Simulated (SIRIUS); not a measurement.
# PbS (P-6m2) in SIRIUS: reference runs

How does PbS come out in PBEsol? The cell is run as given.

All numbers are computed with SIRIUS 7.12.0; they aren't measurements. Logs are shortened: lines on timing, memory, paths and dates and some standing lists are left out, and cuts for length are marked. The log counts tension as positive stress, the text compression.

## (1) Starting point

The structure is hexagonal, space group P-6m2 (No. 187). Conventional cell: a = 4.090 Å, b = 4.090 Å, c = 3.788 Å, α = 90.00°, β = 90.00°, γ = 120.00°. Pb (site symmetry -6m2) has 6 S at 3.03 Å as nearest neighbours. Around S (site symmetry -6m2) lie 6 Pb at 3.03 Å.

Measurements of this composition are mostly on another form, of space group No. 225.

## (2) Single point, PBEsol

Input file sirius.json:

```json
{
  "control": {
    "processing_unit": "cpu",
    "verbosity": 2,
    "num_bands_to_print": 17,
    "print_forces": true,
    "print_stress": true
  },
  "parameters": {
    "electronic_structure_method": "pseudopotential",
    "xc_functionals": ["XC_GGA_X_PBE_SOL", "XC_GGA_C_PBE_SOL"],
    "gk_cutoff": 7.5,
    "pw_cutoff": 15.0,
    "ngridk": [8, 8, 7],
    "shiftk": [0, 0, 0],
    "smearing": "fermi_dirac",
    "smearing_width": 0.0018374661,
    "num_bands": 17,
    "num_mag_dims": 0,
    "num_dft_iter": 100,
    "energy_tol": 1e-08,
    "density_tol": 1e-06
  },
  "iterative_solver": {
    "type": "davidson",
    "min_tolerance": 1e-10
  },
  "mixer": {
    "type": "anderson",
    "beta": 0.7,
    "max_history": 8
  },
  "settings": {
    "tol_ne": 1e-10,
    "pseudo_grid_cutoff": 6.5
  },
  "unit_cell": {
    "lattice_vectors": [
      [1.0, 0.0, 0.0],
      [-0.499999999988, 0.866025403789, 0.0],
      [0.0, 0.0, 0.926270666]
    ],
    "lattice_vectors_scale": 7.7284085604,
    "atom_coordinate_units": "lattice",
    "atom_types": ["Pb", "S"],
    "atom_files": {
      "Pb": "Pb.json",
      "S": "S.json"
    },
    "atoms": {
      "Pb": [
        [0.0, 0.0, 0.0]
      ],
      "S": [
        [0.6666666667, 0.3333333333, 0.5]
      ]
    }
  }
}
```

Potentials or basis: PseudoDojo 0.4.1 PBEsol standard (scalar relativistic).

Run with:

```
$ upf_to_json Pb.upf
$ upf_to_json S.upf
$ OMP_NUM_THREADS=1 sirius.scf --input=sirius.json --output=out.json --task=0
```

The log of the run:

```text
[info] SIRIUS version : 7.12.0
[info] number of MPI ranks           : 1
[info] MPI grid                      : 1 1
[info] maximum number of OMP threads : 1
[fft] FFT context for density and potential
[fft] =====================================
[fft]   comm size                             : 1
[fft]   plane wave cutoff                     : 15
[fft]   grid size                             : 40 40 40   total : 64000
[fft]   grid limits                           : -19 20   -19 20   -19 20
[fft]   number of G-vectors within the cutoff : 10560
[fft]   local number of G-vectors             : 10560
[fft]   number of G-shells                    : 1101
[fft] FFT context for coarse grid
[fft] =====================================
[fft]   comm size                             : 1
[fft]   plane wave cutoff                     : 15
[fft]   grid size                             : 40 40 40   total : 64000
[fft]   grid limits                           : -19 20   -19 20   -19 20
[fft]   number of G-vectors within the cutoff : 10560
[fft]   local number of G-vectors             : 10560
[fft]   number of G-shells                    : 1101
[unit cell] lattice vectors
[unit cell]   a1 :       7.7284085604      0.0000000000      0.0000000000
[unit cell]   a2 :      -3.8642042801      6.6929981442      0.0000000000
[unit cell]   a3 :       0.0000000000      0.0000000000      7.1585981444
[unit cell] reciprocal lattice vectors
[unit cell]   b1 :       0.8129985958      0.4693849581     -0.0000000000
[unit cell]   b2 :       0.0000000000      0.9387699162      0.0000000000
[unit cell]   b3 :       0.0000000000     -0.0000000000      0.8777116945
[unit cell] unit cell volume :       370.28725223 [a.u.^3]
[unit cell] 1/sqrt(omega)    :         0.05196736
[unit cell] MT volume        :         0.00000000 ( 0.00%)
[unit cell] IT volume        :       370.28725223 (100.00%)
[unit cell] number of atom types : 2
[unit cell] type id : 0 symbol : Pb mt_radius :  16.770000 num_atoms : 1
[unit cell] type id : 1 symbol :  S mt_radius :  11.450000 num_atoms : 1
[unit cell] total number of atoms : 2
[unit cell] number of symmetry classes : 2
[unit cell] number of PAW atoms : 0
[unit cell] atom id  type id  class id             position                      vector_field
[unit cell] ------------------------------------------------------------------------------------------
[unit cell]      0        0        0      0.00000   0.00000   0.00000      0.00000   0.00000   0.00000
[unit cell]      1        1        1      0.66667   0.33333   0.50000      0.00000   0.00000   0.00000
[unit cell] atom id         position (Cartesian, a.u.)
[unit cell] ---------------------------------------------
[unit cell]      0       0.000000    0.000000    0.000000
[unit cell]      1       3.864204    2.230999    3.579299
[unit cell] class id : 0 atom id : 0
[unit cell] class id : 1 atom id : 1
[unit cell] minimum bond length:     5.720211
[unit cell] total number of pseudo wave-functions: 13
[sym] space group number   : 187
[sym] international symbol : P-6m2
[sym] Hall symbol          : P -6 2
[sym] space group transformation matrix :
[sym]   1.0000  0.0000  0.0000
[sym]   0.0000  1.0000  0.0000
[sym]   0.0000  0.0000  1.0000
[sym] space group origin shift :
[sym]   0.0000  0.0000  0.0000
[sym] number of space group operations  : 12
[sym] number of magnetic group operations : 12
[sym] metric tensor error: 1.4335e-09
[sym] rotation matrix error: 2.7713e-11
[sym] symmetry operations
[... list of symmetry operations ...]
[atom type] label          : Pb
[atom type] --------------------------------------------------------------------------------
[atom type] symbol         : Pb
[atom type] name           :
[atom type] zn             : 14
[atom type] mass           : 0
[atom type] mt_radius      : 16.77
[atom type] num_mt_points  : 1678
[atom type] grid_origin    : 0
[atom type] grid_name      : external
[... 283 lines left out ...]
[find] | SCF iteration  14 out of 100|
[find] +------------------------------+
[diagonalize] iterative solver tolerance (occupied, empty): 9.01793e-08 9.01793e-08
[diagonalize] average number of iterations: 1.825
[diagonalize] Lowest band energies
[diagonalize] ik:    0   -0.330970   -0.330335   -0.330335   -0.326499   -0.326499   -0.196918    0.048589    0.207301    0.225130    0.225130    0.411580    0.411580    0.476200    0.523502    0.540301    0.690537    0.690537
[diagonalize] ik:    1   -0.330841   -0.330444   -0.329990   -0.326678   -0.326538   -0.192410    0.038685    0.211722    0.218230    0.225830    0.388061    0.423491    0.486152    0.506578    0.581770    0.658192    0.680938
[diagonalize] ik:    2   -0.331068   -0.330175   -0.329151   -0.327109   -0.326631   -0.180018    0.014029    0.203944    0.223466    0.225043    0.362008    0.449400    0.472283    0.502306    0.605162    0.673090    0.686933
[diagonalize] ik:    3   -0.331494   -0.329716   -0.328305   -0.327536   -0.326723   -0.164315   -0.013112    0.191901    0.221157    0.237315    0.354809    0.441553    0.471195    0.492314    0.633770    0.687132    0.688064
[diagonalize] ik:    4   -0.331676   -0.329523   -0.327953   -0.327712   -0.326762   -0.156126   -0.025846    0.187378    0.218849    0.243962    0.355724    0.428914    0.478741    0.480959    0.685875    0.692163    0.695337
[diagonalize] ...
[diagonalize] ik:   35   -0.330165   -0.329385   -0.329250   -0.328338   -0.326142   -0.149502   -0.024086    0.183281    0.232604    0.240148    0.373093    0.378229    0.435797    0.536403    0.594493    0.620214    0.681823
[diagonalize] ik:   36   -0.330563   -0.330107   -0.328632   -0.328544   -0.325574   -0.140519   -0.006494    0.152592    0.191521    0.227018    0.341593    0.395875    0.444273    0.541949    0.622468    0.668125    0.728896
[diagonalize] ik:   37   -0.331217   -0.330258   -0.328745   -0.328077   -0.325198   -0.133628    0.010544    0.133736    0.158764    0.219366    0.323485    0.399396    0.446464    0.569715    0.656201    0.721879    0.761887
[diagonalize] ik:   38   -0.331009   -0.329780   -0.328942   -0.328517   -0.325254   -0.133720    0.009816    0.140262    0.163441    0.208004    0.302095    0.421599    0.474032    0.554016    0.644570    0.708504    0.743825
[diagonalize] ik:   39   -0.331176   -0.329558   -0.329126   -0.328509   -0.325165   -0.130777    0.018280    0.136627    0.150773    0.198947    0.288048    0.430996    0.485673    0.566088    0.671308    0.697465    0.734233
[find] Charges and magnetic moments
[find] --------------------------------------------------------------------------------
[find] total charge          : 20.000000
[find] Energy
[find] --------------------------------------------------------------------------------
[find] valence_eval_sum               :      -2.38082414
[find] <rho|V^{XC}>                   :     -14.31813869
[find] <rho|E^{XC}>                   :     -22.92741419
[find] <mag|B^{XC}>                   :       0.00000000
[find] <rho|V^{H}>                    :      31.87748313
[find] one-electron contribution      :     -19.94016858 (Ha),     -39.88033717 (Ry)
[find] hartree contribution           :      15.93874156
[find] xc contribution                :     -22.92741419
[find] ewald contribution             :     -54.38688548
[find] PAW contribution               :       0.00000000
[find] smearing (-TS)                 :      -0.00007237
[find] SCF correction                 :       0.00000315
[find] Total energy                   :     -81.31572354 (Ha),    -162.63144708 (Ry)
[find] Free energy (E-TS)             :     -81.31579591 (Ha),    -162.63159182 (Ry)
[find] band gap (eV)                  :       0.12979441
[find] Efermi                         :       0.28485544
[find] iteration : 14, RMS (target) : 7.5407e-07 (1.0000e-06) , energy difference (target) : 5.6616e-10 (1.0000e-08)
[find] bands are converged : true
[find] iterative solver converged : false
[find] converged after 15 SCF iterations!
[find] Charges and magnetic moments
[find] --------------------------------------------------------------------------------
[find] total charge          : 20.000000
[find] Energy
[find] --------------------------------------------------------------------------------
[find] valence_eval_sum               :      -2.38082414
[find] <rho|V^{XC}>                   :     -14.31813869
[find] <rho|E^{XC}>                   :     -22.92741419
[find] <mag|B^{XC}>                   :       0.00000000
[find] <rho|V^{H}>                    :      31.87748313
[find] one-electron contribution      :     -19.94016858 (Ha),     -39.88033717 (Ry)
[find] hartree contribution           :      15.93874156
[find] xc contribution                :     -22.92741419
[find] ewald contribution             :     -54.38688548
[find] PAW contribution               :       0.00000000
[find] smearing (-TS)                 :      -0.00007237
[find] SCF correction                 :       0.00000315
[find] Total energy                   :     -81.31572354 (Ha),    -162.63144708 (Ry)
[find] Free energy (E-TS)             :     -81.31579591 (Ha),    -162.63159182 (Ry)
[find] band gap (eV)                  :       0.12979441
[find] Efermi                         :       0.28485544
[ground_state] === stress tensor components [kbar] ===
[ground_state] === stress_kin ===
[ground_state] -20294.367025    0.000000   -0.000000
[ground_state]     0.000000-20294.367025   -0.000000
[ground_state]    -0.000000   -0.000000-20311.820400
[ground_state] === stress_har ===
[ground_state] -3679.951166    0.000000    0.000000
[ground_state]     0.000000-3679.951166    0.000000
[ground_state]     0.000000    0.000000-5304.155164
[ground_state] === stress_ewald ===
[ground_state] 15293.364325   -0.000000    0.000000
[ground_state]    -0.00000015293.364325   -0.000000
[ground_state]     0.000000   -0.00000012626.133667
[ground_state] === stress_vloc ===
[ground_state] -2304.196355    0.000000    0.000000
[ground_state]     0.000000-2304.196354    0.000000
[ground_state]     0.000000    0.000000 2026.624663
[ground_state] === stress_xc ===
[ground_state] -6771.238747    0.000000    0.000000
[ground_state]     0.000000-6771.238746    0.000000
[ground_state]     0.000000    0.000000-6773.999137
[ground_state] === stress_core ===
[ground_state] 10570.070138   -0.000000    0.000000
[ground_state]    -0.00000010570.070137   -0.000000
[ground_state]     0.000000   -0.00000010571.797599
[ground_state] === stress_nonloc ===
[ground_state]  7212.337087   -0.000000    0.000000
[ground_state]    -0.000000 7212.337086    0.000000
[ground_state]     0.000000    0.000000 7194.993787
[ground_state] === stress_us_nl ===
[ground_state]  7212.337087   -0.000000    0.000000
[ground_state]    -0.000000 7212.337086    0.000000
[ground_state]     0.000000    0.000000 7194.993787
[ground_state] === stress_total ===
[ground_state]    26.018257   -0.000000    0.000000
[ground_state]    -0.000000   26.018257   -0.000000
[ground_state]     0.000000   -0.000000   29.575016
[ground_state] ==== total Forces in Ha/bohr =====
[ground_state] atom:    0, force:      -0.0000000      0.0000000      0.0000000
[ground_state] atom:    1, force:      -0.0000000     -0.0000000      0.0000000
[ground_state] ==== ultrasoft contribution from Qij =====
[ground_state] atom:    0, force:       0.0000000      0.0000000      0.0000000
[ground_state] atom:    1, force:       0.0000000      0.0000000      0.0000000
[ground_state] ==== non-local contribution from Beta-projector =====
[ground_state] atom:    0, force:      -0.0000000      0.0000000      0.0000000
[ground_state] atom:    1, force:       0.0000000     -0.0000000      0.0000000
[ground_state] ==== contribution from local potential =====
[ground_state] atom:    0, force:       0.0000000     -0.0000000      0.0000000
[ground_state] atom:    1, force:      -0.0000000      0.0000000      0.0000000
[ground_state] ==== contribution from core density =====
[ground_state] atom:    0, force:       0.0000000      0.0000000      0.0000000
[ground_state] atom:    1, force:       0.0000000     -0.0000000      0.0000000
[ground_state] ==== Ewald forces from ions =====
[ground_state] atom:    0, force:       0.0000000      0.0000000      0.0000000
[ground_state] atom:    1, force:       0.0000000      0.0000000      0.0000000
[~DFT_ground_state] local op. applied: 22336
[~DFT_ground_state] evp. work count: 5410.55
[~DFT_ground_state] number of iterative solver steps: 1568
```

It took 20 s on 1 thread of AMD EPYC 9R45 (Zen 5), shared host; peak memory 0.3 GiB.

What came out:

* Free energy: -2212.7155 eV
* Pressure: -2.7 GPa
* Band gap on the k mesh: 0.13 eV

Caveat: spin-orbit coupling is left out, which as a rule narrows the gap of such compounds by several tenths of an eV; an odd mesh through Γ misses points on the zone boundary, where band edges often lie.
